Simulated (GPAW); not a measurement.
## Quasiparticle gap of NaF (Villiaumite) in GPAW

How does a plane-wave GW calculation on NaF (Villiaumite) run from the first input to the gap?

Main program and level: GPAW 26.7.0; PBE and many-body steps on it, plane waves.

The database entry behind the starting cell differs from later determinations by our own check (0.1 to 0.3 % short, probably kX units), so it need not match the best structure at ambient conditions.

## Step 1: The structure

It takes space group Fm-3m (No. 225, cubic). The conventional cell has a = 4.620 Å, b = 4.620 Å, c = 4.620 Å, α = 90.00°, β = 90.00°, γ = 90.00°. Nearest to Na lie 6 F at 2.31 Å. F has 6 Na at 2.31 Å nearest. Farther neighbours and most contacts between anions are not listed.

The cell and positions come from the Crystallography Open Database and are kept as given unless a step says otherwise.

## Step 2: Ground state

This step: GPAW 26.7.0; DFT, PBE, plane waves, PAW.

The ground-state density comes first.

run.py reads:

```python
import json
import numpy as np
from gpaw.mpi import world
from ase import Atoms
from gpaw import GPAW, PW, FermiDirac

atoms = Atoms(['Na', 'F'],
    cell=[[0.0000000000, 2.3100000000, 2.3100000000],
      [2.3100000000, 0.0000000000, 2.3100000000],
      [2.3100000000, 2.3100000000, 0.0000000000]],
    scaled_positions=[[0.0000000000, 0.0000000000, 0.0000000000],
      [0.5000000000, 0.5000000000, 0.5000000000]],
    pbc=(True, True, True))
calc = GPAW(mode=PW(600),
    xc='PBE',
    kpts={'size': (8, 8, 8), 'gamma': True},
    occupations=FermiDirac(0.001),
    nbands=-7,
    convergence={'density': 1e-6, 'bands': -3},
    maxiter=100,
    txt='gs.txt')
atoms.calc = calc
res = {'energy': atoms.get_potential_energy()}
kpts = calc.get_ibz_k_points()
res['kpts'] = kpts
res['eigenvalues'] = [calc.get_eigenvalues(kpt=k) for k in range(len(kpts))]
res['n_electrons'] = calc.get_number_of_electrons()
calc.write('gs.gpw')

if world.rank == 0:
    with open('result.json', 'w') as f:
        json.dump(res, f, default=lambda x: x.tolist())
```

The run is started by

```console
$ mpirun -n 4 gpaw python run.py
```

The program printed:

```text
__  _  _
 | _ |_)|_||  |
 |__||  | ||/\| - 26.7.0

Input parameters:
  mode=PW(ecut=600.0),
  convergence={'density': 1e-06, 'bands': -3},
  kpts=MonkhorstPack(size=(8, 8, 8), gamma=True),
  maxiter=100,
  nbands=-7,
  occupations=Occupations(name='fermi-dirac', width=0.001, fixmagmom=False),
  xc=XC(name='PBE')
  [... matrices ...]
Diagonalizing LCAO Hamiltonian
Converting LCAO to pw mode

               F

       Na

Atoms  # Å, Bohr magnetons
|   | symbol |        x |        y |        z |    initial magnetic moments |
| 0 |     Na | 0.000000 | 0.000000 | 0.000000 | ( 0.0000,  0.0000,  0.0000) |
| 1 |      F | 2.310000 | 2.310000 | 2.310000 | ( 0.0000,  0.0000,  0.0000) |

Unit cell  # Å
| periodic |        x |        y |        z |  lengths |    angles |
|      yes | 0.000000 | 2.310000 | 2.310000 | 3.266833 | 60.000000 |
|      yes | 2.310000 | 0.000000 | 2.310000 | 3.266833 | 60.000000 |
|      yes | 2.310000 | 2.310000 | 0.000000 | 3.266833 | 60.000000 |

Number of symmetries: 48
Symmetry operations  # r_c * U_cc + t_c -> r_c
|    | kind |            matrix            |
|  0 |  σ   |  1, 0, 0,  1, 0,-1,  1,-1, 0 |
|  1 |  C2  |  1, 0, 0,  1,-1, 0,  1, 0,-1 |
|  2 |  E   |  1, 0, 0,  0, 1, 0,  0, 0, 1 |
|  3 |  σ   |  1, 0, 0,  0, 0, 1,  0, 1, 0 |
|  4 |  C4  |  1, 0,-1,  1, 0, 0,  1,-1, 0 |
|  5 |  S6  |  1, 0,-1,  1,-1, 0,  1, 0, 0 |
|  6 |  σ   |  1, 0,-1,  0, 1,-1,  0, 0,-1 |
|  7 |  C3  |  1, 0,-1,  0, 0,-1,  0, 1,-1 |
|  8 |  S6  |  1,-1, 0,  1, 0, 0,  1, 0,-1 |
|  9 |  C4  |  1,-1, 0,  1, 0,-1,  1, 0, 0 |
| 10 |  C3  |  1,-1, 0,  0,-1, 1,  0,-1, 0 |
| 11 |  σ   |  1,-1, 0,  0,-1, 0,  0,-1, 1 |
| 12 |  σ   |  0, 1, 0,  1, 0, 0,  0, 0, 1 |
| 13 |  C4  |  0, 1, 0,  0, 1,-1, -1, 1, 0 |
| 14 |  C3  |  0, 1, 0,  0, 0, 1,  1, 0, 0 |
| 15 |  S6  |  0, 1, 0, -1, 1, 0,  0, 1,-1 |
| 16 |  C2  |  0, 1,-1,  1, 0,-1,  0, 0,-1 |
| 17 |  σ   |  0, 1,-1,  0, 1, 0, -1, 1, 0 |
| 18 |  S4  |  0, 1,-1,  0, 0,-1,  1, 0,-1 |
| 19 |  C4  |  0, 1,-1, -1, 1, 0,  0, 1, 0 |
| 20 |  C3  |  0, 0, 1,  1, 0, 0,  0, 1, 0 |
| 21 |  σ   |  0, 0, 1,  0, 1, 0,  1, 0, 0 |
| 22 |  S6  |  0, 0, 1,  0,-1, 1, -1, 0, 1 |
| 23 |  C4  |  0, 0, 1, -1, 0, 1,  0,-1, 1 |
| 24 |  S4  |  0, 0,-1,  1, 0,-1,  0, 1,-1 |
| 25 |  C3  |  0, 0,-1,  0, 1,-1,  1, 0,-1 |
| 26 |  C2  |  0, 0,-1,  0,-1, 0, -1, 0, 0 |
| 27 |  S6  |  0, 0,-1, -1, 0, 0,  0,-1, 0 |
| 28 |  S4  |  0,-1, 1,  1,-1, 0,  0,-1, 0 |
| 29 |  C4  |  0,-1, 1,  0, 0, 1, -1, 0, 1 |
| 30 |  C2  |  0,-1, 1,  0,-1, 0,  1,-1, 0 |
| 31 |  σ   |  0,-1, 1, -1, 0, 1,  0, 0, 1 |
| 32 |  C3  |  0,-1, 0,  1,-1, 0,  0,-1, 1 |
| 33 |  S6  |  0,-1, 0,  0, 0,-1, -1, 0, 0 |
| 34 |  S4  |  0,-1, 0,  0,-1, 1,  1,-1, 0 |
| 35 |  C2  |  0,-1, 0, -1, 0, 0,  0, 0,-1 |
| 36 |  C2  | -1, 1, 0,  0, 1, 0,  0, 1,-1 |
| 37 |  S6  | -1, 1, 0,  0, 1,-1,  0, 1, 0 |
| 38 |  S4  | -1, 1, 0, -1, 0, 1, -1, 0, 0 |
| 39 |  C3  | -1, 1, 0, -1, 0, 0, -1, 0, 1 |
| 40 |  S6  | -1, 0, 1,  0, 0, 1,  0,-1, 1 |
| 41 |  C2  | -1, 0, 1,  0,-1, 1,  0, 0, 1 |
| 42 |  C3  | -1, 0, 1, -1, 1, 0, -1, 0, 0 |
| 43 |  S4  | -1, 0, 1, -1, 0, 0, -1, 1, 0 |
| 44 |  C2  | -1, 0, 0,  0, 0,-1,  0,-1, 0 |
| 45 |  i   | -1, 0, 0,  0,-1, 0,  0, 0,-1 |
| 46 |  σ   | -1, 0, 0, -1, 1, 0, -1, 0, 1 |
| 47 |  C2  | -1, 0, 0, -1, 0, 1, -1, 1, 0 |

BZ-sampling:
  Number of BZ points: 512
  Number of IBZ points: 29

  Monkhorst-Pack size: [8, 8, 8]
  Monkhorst-Pack shift: [0.0625, 0.0625, 0.0625]

K-points  # in reciprocal-cell coordinates
|     |                                coordinates |     weight |
|   0 | (  0.00000000,   0.00000000,   0.00000000) | 0.00195312 |
|   1 | (  0.12500000,   0.12500000,   0.00000000) | 0.01171875 |
|   2 | (  0.12500000,   0.12500000,   0.12500000) | 0.01562500 |
|   3 | (  0.25000000,   0.12500000,   0.12500000) | 0.02343750 |
|   4 | (  0.25000000,   0.25000000,   0.00000000) | 0.01171875 |
|   5 | (  0.25000000,   0.25000000,   0.12500000) | 0.04687500 |
|   6 | (  0.25000000,   0.25000000,   0.25000000) | 0.01562500 |
|   7 | (  0.37500000,   0.25000000,  -0.37500000) | 0.04687500 |
|   8 | (  0.37500000,   0.25000000,   0.12500000) | 0.04687500 |
|   9 | (  0.37500000,   0.25000000,   0.25000000) | 0.04687500 |
| ... |                                            |            |
|  28 | (  0.50000000,   0.50000000,   0.50000000) | 0.00781250 |

Plane wave coefficients: 869
Cutoff: 600.0 eV

Spin-components: 1 (collinear spins)
Bands:           14
Projectors:      10
Spin-degeneracy: 2
Datatype:        complex128

  Storage: CPU
  Wave functions: 5_645_024 bytes (1_411_256 per core)
  Projectors: 8_467_536 bytes (2_116_884 per core)
  [... matrices ...]
Parallelization:
  kpt:    4
  domain: 1
  band:   1

Density:
  Valence electrons: 14.0
  Components: 1
  Grid points: [20 20 20]
  Charge: 0.0  # |e|

Potential:
  Grid points: [20 20 20]

species:
  Na:
    name:    Sodium
    Z:       11.0
    valence: 7
    core:    4
    charge:  0.0  # [|e|]
    compensation charges:
      type: gauss
      rc: 0.37  # [Å]
      lmax: 2
    cutoffs:
      filter: 2.17  # [Å]
      core: 2.59  # [Å]
    projectors
    | kind |    occ | energy [eV] | rcut [Å] |
    |   3s |  1.000 |      -2.744 |    1.201 |
    |   2p |  6.000 |     -28.672 |    1.217 |
    |   3p |  0.000 |      -0.743 |    1.217 |
    |    s |        |      24.468 |    1.201 |
    |    d |        |       0.000 |    1.238 |

    Using partial waves for Na as LCAO basis

  F:
    name:    Fluorine
    Z:       9.0
    valence: 7
    core:    2
    charge:  0.0  # [|e|]
    compensation charges:
      type: gauss
      rc: 0.20  # [Å]
      lmax: 2
    cutoffs:
      filter: 1.14  # [Å]
      core: 0.74  # [Å]
    projectors
    | kind |    occ | energy [eV] | rcut [Å] |
    |   2s |  2.000 |     -29.898 |    0.635 |
    |   2p |  5.000 |     -11.110 |    0.635 |
    |    s |        |      -2.687 |    0.635 |
    |    p |        |      16.102 |    0.635 |
    |    d |        |       0.000 |    0.635 |

    Using partial waves for F as LCAO basis

Reference energy: -7132.691283  # eV

eigensolver:
  PPCG
  Converge bands: -3
  niter=2

density mixing:
  MSR1-Mixer
  Pratt-step length: 0.05
  Maximum mixing coefficient: 0.75
  Old densities: 10
  SVD Regularization: 0.005
  Good broyden scale: 1.0
  Trust region scale: 1.0
  Backstep threshold: 4.0
  History deletion threshold: 6.0
  Fourier metric: weight=20.0, sigma=0.015

occupation numbers:
  Fermi-Dirac:
    width: 0.0010  # eV

poisson solver:
  ecut: 4800.0  # eV

xc functional:
  name: PBE with 2 nearest neighbor stencil

Initialization done in: 2.549 s

convergence criteria:
- Maximum integral of absolute [dens]ity change: 1e-06 electrons / valence electron
- Maximum [total energy] change in last 3 cyles: 0.0005 eV / valence electron
- Maximum integral of absolute [eigenst]ate change: 4e-08 eV^2 / valence electron
maximum number of iterations: 100

SCF iterations
|iter     |     time |      energy | eigst |  dens |
|iter:   1|  |   -8.930711 | +2.01 |       |
|iter:   2|  |   -8.809559 | +0.10 | -1.17 |
|iter:   3|  |   -8.478538 | -0.95 | -1.21 |
|iter:   4|  |   -8.484272 | -3.17 | -1.61 |
|iter:   5|  |   -8.489804 | -3.02 | -1.89 |
|iter:   6|  |   -8.489897c| -4.92 | -2.94 |
|iter:   7|  |   -8.489934c| -5.33 | -3.30 |
|iter:   8|  |   -8.489935c| -6.92 | -4.21 |
|iter:   9|  |   -8.489935c| -8.16c| -4.99 |
|iter:  10|  |   -8.489935c| -8.56c| -5.45 |
|iter:  11|  |   -8.489935c| -9.90c| -6.80c|

Converged in 11 steps
SCF loop duration: 2.300 s (0.209 s/step)
Energy contributions relative to reference atoms: (reference = -7132.691283)
  [... matrices ...]
Energy contributions:
  Kinetic:          12.978191
  Coulomb:         -12.140281
  Zero:              0.176702
  External:          0.000000
  Xc:               -9.504547
  Entropy:          -0.000000
  Spinorbit:         0.000000
  ----------------------------
  Free energy:      -8.489935
  Extrapolated:     -8.489935

dipole moment: (-4.298762, -4.298762, -4.298762)  # |e|*Ang

Fermi level: 0.245
Eigenvalues  # (at kpt = [0.000, 0.000, 0.000])
| band index |      eig [eV] | occ [0-2] |
|          0 |       -20.897 |     2.000 |
|          1 |       -20.568 |     2.000 |
|          2 |       -20.568 |     2.000 |
|          3 |       -20.568 |     2.000 |
|          4 |        -1.694 |     2.000 |
|          5 |        -1.693 |     2.000 |
|          6 |        -1.693 |     2.000 |
|          7 |         4.685 |     0.000 |
|          8 |        17.389 |     0.000 |
|          9 |        17.389 |     0.000 |
|         10 |        17.389 |     0.000 |
|         11 |        20.271 |     0.000 |
|         12 |        22.467 |     0.000 |
|         13 |        22.467 |     0.000 |

Gap: 6.378 eV
Transition (v -> c):
  (s=0, k=0, n=6, [0.00, 0.00, 0.00]) -> (s=0, k=0, n=7, [0.00, 0.00, 0.00])
No difference between direct/indirect transitions
# Writing to gs.gpw (mode='')
  [... matrices ...]
```

It took 7 s on 4 MPI ranks of Intel Xeon Platinum 8259CL at 2.50GHz (Skylake/Cascade Lake), shared host; peak memory 0.64 GiB; 27 s of CPU time.

Numbers from this step:

```
total energy               : -8.490 eV
gap                        : 6.378 eV
k of the valence top       : 0, 0, 0
k of the conduction bottom : 0, 0, 0
least direct gap           : 6.378 eV
```

The gap is direct, at Γ.

## Step 3: Bands along the symmetry lines

Levels along a band path, at the cheap level, show where the edges lie and whether the meshes to come will hold them.

run.py reads:

```python
import json
import numpy as np
from gpaw.mpi import world
from gpaw import GPAW

path = [[0.000000, 0.000000, 0.000000],
    [0.062500, 0.000000, 0.062500],
    [0.125000, 0.000000, 0.125000],
    [0.187500, 0.000000, 0.187500],
    [0.250000, 0.000000, 0.250000],
    [0.312500, 0.000000, 0.312500],
    [0.375000, 0.000000, 0.375000],
    [0.437500, 0.000000, 0.437500],
    [0.500000, 0.000000, 0.500000],
    [0.515625, 0.031250, 0.515625],
    [0.531250, 0.062500, 0.531250],
    [0.546875, 0.093750, 0.546875],
    [0.562500, 0.125000, 0.562500],
    [0.578125, 0.156250, 0.578125],
    [0.593750, 0.187500, 0.593750],
    [0.609375, 0.218750, 0.609375],
    [0.625000, 0.250000, 0.625000],
    [0.375000, 0.375000, 0.750000],
    [0.328125, 0.328125, 0.656250],
    [0.281250, 0.281250, 0.562500],
    [0.234375, 0.234375, 0.468750],
    [0.187500, 0.187500, 0.375000],
    [0.140625, 0.140625, 0.281250],
    [0.093750, 0.093750, 0.187500],
    [0.046875, 0.046875, 0.093750],
    [0.000000, 0.000000, 0.000000],
    [0.062500, 0.062500, 0.062500],
    [0.125000, 0.125000, 0.125000],
    [0.187500, 0.187500, 0.187500],
    [0.250000, 0.250000, 0.250000],
    [0.312500, 0.312500, 0.312500],
    [0.375000, 0.375000, 0.375000],
    [0.437500, 0.437500, 0.437500],
    [0.500000, 0.500000, 0.500000],
    [0.500000, 0.468750, 0.531250],
    [0.500000, 0.437500, 0.562500],
    [0.500000, 0.406250, 0.593750],
    [0.500000, 0.375000, 0.625000],
    [0.500000, 0.343750, 0.656250],
    [0.500000, 0.312500, 0.687500],
    [0.500000, 0.281250, 0.718750],
    [0.500000, 0.250000, 0.750000],
    [0.500000, 0.218750, 0.718750],
    [0.500000, 0.187500, 0.687500],
    [0.500000, 0.156250, 0.656250],
    [0.500000, 0.125000, 0.625000],
    [0.500000, 0.093750, 0.593750],
    [0.500000, 0.062500, 0.562500],
    [0.500000, 0.031250, 0.531250],
    [0.500000, 0.000000, 0.500000]]
calc = GPAW('gs.gpw').fixed_density(kpts=path,
    symmetry='off',
    nbands=17,
    convergence={'bands': 13},
    txt='bands.txt')
res = {}
kpts = calc.get_ibz_k_points()
res['kpts'] = kpts
res['eigenvalues'] = [calc.get_eigenvalues(kpt=k) for k in range(len(kpts))]
res['n_electrons'] = calc.get_number_of_electrons()

if world.rank == 0:
    with open('result.json', 'w') as f:
        json.dump(res, f, default=lambda x: x.tolist())
```

The run is started by

```console
$ mpirun -n 4 gpaw python run.py
```

The program printed:

```text
Diagonalizing LCAO Hamiltonian
Converting LCAO to pw mode
convergence criteria:
- Maximum integral of absolute [eigenst]ate change: 4e-08 eV^2 / valence electron
maximum number of iterations: 100

SCF iterations
|iter     |     time |      energy | eigst |  dens |
|iter:   1|  |             | +2.37 |       |
|iter:   2|  |             | +0.86 |       |
|iter:   3|  |             | -1.03 |       |
|iter:   4|  |             | -3.02 |       |
|iter:   5|  |             | -5.05 |       |
|iter:   6|  |             | -6.66 |       |
|iter:   7|  |             | -8.05c|       |
SCF steps: 7
  __  _  _
 | _ |_)|_||  |
 |__||  | ||/\| - 26.7.0

Input parameters:
  mode=PW(ecut=600.0),
  convergence={'bands': 13},
  gpts=array([20, 20, 20]),
  kpts=KPoints(kpts=array([[0.      , 0.      , 0.      ],
         [0.0625  , 0.      , 0.0625  ],
         [0.125   , 0.      , 0.125   ],
         [0.1875  , 0.      , 0.1875  ],
[...]
[0.515625, 0.03125 , 0.515625],
[...]
[0.546875, 0.09375 , 0.546875],
[...]
[0.578125, 0.15625 , 0.578125],
[...]
[0.609375, 0.21875 , 0.609375],
[...]
[0.328125, 0.328125, 0.65625 ],
[...]
[0.234375, 0.234375, 0.46875 ],
[...]
[0.140625, 0.140625, 0.28125 ],
[...]
[0.046875, 0.046875, 0.09375 ],
[...]
[0.5     , 0.0625  , 0.5625  ],
         [0.5     , 0.03125 , 0.53125 ],
         [0.5     , 0.      , 0.5     ]])),
  maxiter=100,
  nbands=17,
  occupations=Occupations(name='fermi-dirac', width=0.001, fixmagmom=False),
  parallel={},
  symmetry=Symmetry(point_group=False, time_reversal=False),
  xc=XC(name='PBE')
```

It took 6.6 s on 4 MPI ranks; peak memory 0.67 GiB.

Numbers from this step:

| Item | Value |
| --- | --- |
| gap | 6.378 eV |
| k of the valence top | 0, 0, 0 |
| k of the conduction bottom | 0, 0, 0 |
| least direct gap | 6.378 eV |

The gap is 6.378 eV, as in the run before at this level.

The electronic bands at the labelled points (eV, zero at the top of the highest filled band; v1 is the highest filled band, c1 the lowest empty one):

```
    point      v4     v3     v2     v1     c1     c2     c3     c4
        Γ  -18.87   0.00   0.00   0.00   6.38  19.08  19.08  19.08
  halfway  -18.50  -0.91  -0.21  -0.21   8.82  15.08  19.31  19.59
        X  -18.93  -1.28  -0.41  -0.41  13.28  13.37  13.73  20.02
  halfway  -18.68  -1.22  -0.54  -0.40  13.29  13.33  14.03  19.63
        U  -18.46  -1.06  -0.84  -0.37  12.93  13.35  14.85  19.53
jump to K  -18.46  -1.06  -0.84  -0.37  12.93  13.35  14.85  19.53
  halfway  -18.35  -1.02  -0.33  -0.17   9.03  14.83  18.42  21.05
        Γ  -18.87   0.00   0.00   0.00   6.38  19.08  19.08  19.08
  halfway  -18.41  -0.91  -0.13  -0.13   8.26  15.26  19.89  19.89
        L  -18.13  -1.61  -0.26  -0.26  10.87  12.59  20.34  20.34
  halfway  -18.28  -1.32  -0.58  -0.34  11.88  12.84  17.28  19.17
        W  -18.44  -0.88  -0.88  -0.58  13.33  13.33  15.35  17.04
  halfway  -18.59  -1.17  -0.55  -0.49  13.29  13.36  14.32  18.59
        X  -18.93  -1.28  -0.41  -0.41  13.28  13.37  13.73  20.02
```

The electronic bands as a text plot (rows in eV, shown from -8.0 to 12.4 only):

```
   12.0 |          ++      +                          ++
   11.1 |         +         ++                   +++++
   10.3 |       ++            ++                +
    9.4 |                       +            +++
    8.6 |     ++                            +
    7.7 |    +                   ++        +
    6.9 | +++                      +++  +++
    6.0 |+                            ++
    5.2 |
    4.3 |
    3.5 |
    2.6 |
    1.8 |
    0.9 |
    0.1 |**********        ****************************
   -0.8 |    ***** ******************      ****      ************
   -1.6 |         ******                       ********       ***
   -2.5 |
   -3.3 |
   -4.2 |
   -5.0 |
   -5.9 |
   -6.7 |
   -7.6 |
         Γ           X  U|K            Γ         L        W     X
```

## Step 4: Empty states on the mesh, 6×6×6 mesh, 376 bands

The sums over transitions need many empty states on a uniform mesh; this step solves for them.

run.py reads:

```python
import json
import numpy as np
from gpaw.mpi import world
from gpaw import GPAW

calc = GPAW('gs.gpw').fixed_density(kpts={'size': (6, 6, 6), 'gamma': True},
    parallel={'domain': 1, 'band': 1},
    txt='nscf.txt')
calc.diagonalize_full_hamiltonian(nbands=376)
calc.write('full.gpw', mode='all')
res = {}
kpts = calc.get_ibz_k_points()
res['kpts'] = kpts
res['eigenvalues'] = [calc.get_eigenvalues(kpt=k) for k in range(len(kpts))]
res['n_electrons'] = calc.get_number_of_electrons()

if world.rank == 0:
    with open('result.json', 'w') as f:
        json.dump(res, f, default=lambda x: x.tolist())
```

The run is started by

```console
$ mpirun -n 4 gpaw python run.py
```

The program printed:

```text
Diagonalizing LCAO Hamiltonian
Converting LCAO to pw mode
convergence criteria:
- Maximum integral of absolute [eigenst]ate change: 4e-08 eV^2 / valence electron
maximum number of iterations: 100

SCF iterations
|iter     |     time |      energy | eigst |  dens |
|iter:   1|  |             | +1.95 |       |
|iter:   2|  |             | +0.39 |       |
|iter:   3|  |             | -0.96 |       |
|iter:   4|  |             | -3.37 |       |
|iter:   5|  |             | -5.34 |       |
|iter:   6|  |             | -7.04 |       |
|iter:   7|  |             | -8.22c|       |
SCF steps: 7
  __  _  _
 | _ |_)|_||  |
 |__||  | ||/\| - 26.7.0

Input parameters:
  mode=PW(ecut=600.0),
  convergence={'density': 1e-06, 'bands': -3},
  gpts=array([20, 20, 20]),
  kpts=MonkhorstPack(size=(6, 6, 6), gamma=True),
  maxiter=100,
  nbands=14,
  occupations=Occupations(name='fermi-dirac', width=0.001, fixmagmom=False),
  parallel={'domain': 1, 'band': 1},
  xc=XC(name='PBE')
Matrix size: 869x869
# Writing to full.gpw (mode='all')
  [... matrices ...]

timing:  # [seconds]
  Total: 3.143  # ━━━━━━━━━━━━━━━━━━━━━━━━━━━━━━━━━━━━━━━━━━━━━━━━━━━━━━━━━━━
```

The job ended after 8.5 s (4 MPI ranks; peak memory 0.98 GiB).

Numbers from this step:

```
gap                                                           : 6.378 eV
k of the valence top                                          : 0, 0, 0
k of the conduction bottom                                    : 0, 0, 0
least direct gap                                              : 6.378 eV
k points computed                                             : 16
lowest point of the top converged band, above the valence top : 345.1271 eV
```

On this mesh the gap is 6.378 eV.

(Continued in part 2 of 2.)

[Paths, hosts, dates, memory and timing lines, banners, echoed tables and standing remarks are left out of the program output.]

[Logs are printed without paths, hosts, clocks, repeated set-up lines and the standing remarks that a program may print on its own settings, such as how far it seeks lower states.]

[Runs of the session that timed out or met a known fault of the program may be left out.]

[Hosts, paths, dates, database ids (printed as entryN), source tags and the programs' standing remarks are cut or masked in the printed files.]
